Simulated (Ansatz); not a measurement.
The system is MnO.

```
Mn O
1.0
     0.00000    2.22391    2.22391
     2.22391    0.00000    2.22391
     2.22391    2.22391    0.00000
Mn O
1 1
Direct
  0.00000 0.00000 0.00000
  0.50000 0.50000 0.50000
```

The cell is a database's computed one.

Base run:

- Program: Ansatz 0.2.0
- Functional: PBEsol
- Potentials or basis: all-electron LAPW, scalar-relativistic
- Cutoff: 324 eV (chosen from the basis error)
- Basis error allowed: 0.001 eV/atom
- k mesh: 10 × 10 × 10
- Occupations: fermi-dirac, width 0.05 eV
- Spin: collinear spin, ferromagnetic start
- Starting moments: [4.0, 0.0] μB
- Hubbard terms: Mn d U = 2 eV

Its results: band gap on the k mesh none (metal or under the smearing width); pressure 0.4 GPa; net moment 5.00 μB per cell; site moments Mn +4.52; O +0.22 μB.

Q: The run is repeated on the same cell with these changes: hubbard terms from Mn d U = 2 eV to none. What comes out?

A: Band gap on the k mesh none (metal or under the smearing width); pressure -7.1 GPa; net moment 4.77 μB per cell; site moments Mn +4.31; O +0.23 μB.

Caveats: a cell with one magnetic atom can't hold antiferromagnetic order, which such compounds often take; the magnetic state may not be the lowest (some runs); U is the effective U less J, on atomic orbitals that reach past the spheres (some runs); semilocal functionals often make such compounds metallic where correlation or magnetic order opens a gap, which also shifts bond lengths (some runs).
